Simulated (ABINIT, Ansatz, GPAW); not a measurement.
**ZnS: band gap by level of theory**

**What was measured.** The band gap of ZnS (F-43m) is reported as 3.85 eV at 19 K (arxiv:0911.5022). The runs below try to reproduce it.

Symmetry: F-43m, No. 216, cubic system. The conventional cell has a = 5.404 Å, b = 5.404 Å, c = 5.404 Å, α = 90.00°, β = 90.00°, γ = 90.00°. Around Zn (site symmetry -43m) lie 4 S at 2.34 Å. S (site symmetry -43m) is surrounded by 4 Zn at 2.34 Å.

```csv
rung,level,program and potentials,cutoff (eV),k mesh,task,core time,chip,band gap (eV),miss (eV),notes
GGA,revPBE,"Ansatz, all-electron LAPW, scalar-relativistic",-,9 × 9 × 9,band structure,13 s,Arm Neoverse V2,2.24,-1.61,-
GGA,PBEsol,"ABINIT, JTH PAW PBE v2.0",544,12 × 12 × 12,single point,54 s,Intel Xeon 6975P-C Granite Rapids,1.96,-1.89,potentials made for PBE; 9 valence electrons an atom on average
GGA,PBE,"ABINIT, JTH PAW PBE v2.0",544,12 × 12 × 12,single point,62 s,Intel Xeon Platinum 8488C Sapphire Rapids,2.10,-1.75,9 valence electrons an atom on average
meta-GGA,SCAN,"GPAW, GPAW PAW data sets (gpaw-data 1.2.1)",600,7 × 7 × 7,band structure,1.9 min,Arm Neoverse V1,2.60,-1.25,potentials made for PBE; 9 valence electrons an atom on average
meta-GGA,M06-L,"GPAW, GPAW PAW data sets (gpaw-data 1.2.1)",600,7 × 7 × 7,band structure,3.2 min,Arm Neoverse V2,2.47,-1.38,potentials made for PBE; 9 valence electrons an atom on average
hybrid,PBE-EpsX,"ABINIT, SPMS NC PBE v1.0",816,6 × 6 × 6,single point,56 min,Arm Neoverse V1,3.42,-0.43,coarse mesh; potentials made for PBE; 13 valence electrons an atom on average; exact-exchange share 1/ε∞
```

Times are single runs on shared hosts and different chips, so they are rough; meshes, cutoffs and the tasks' sizes weigh on the time. All rows: no spin polarisation. Gaps are the least found on the k mesh or the band path, and a mesh can miss the band edges. The cell comes from a database and isn't always the measured one. Meshes differ between rows, which moves values too. All levels ran on this one cell, unrelaxed unless noted. Meshes are those of the run's cell of 2 atoms unless a note names another. Misses use the values as printed. Runs on faulty files, with rough fits or with known faults for this quantity aren't shown. No row holds spin-orbit coupling.

By rung: GGA 1.96 to 2.24; meta-GGA 2.47 to 2.60; hybrid on coarse meshes 3.42 (eV). Measured: 3.85 eV at 19 K (arxiv:0911.5022). Closest, coarse meshes and atomic bases left aside, is SCAN (-1.25 eV). LDA and GGA gaps fall short mostly because these functionals lack the derivative discontinuity; the runs are for a static lattice, while measurements hold temperature and zero-point motion.
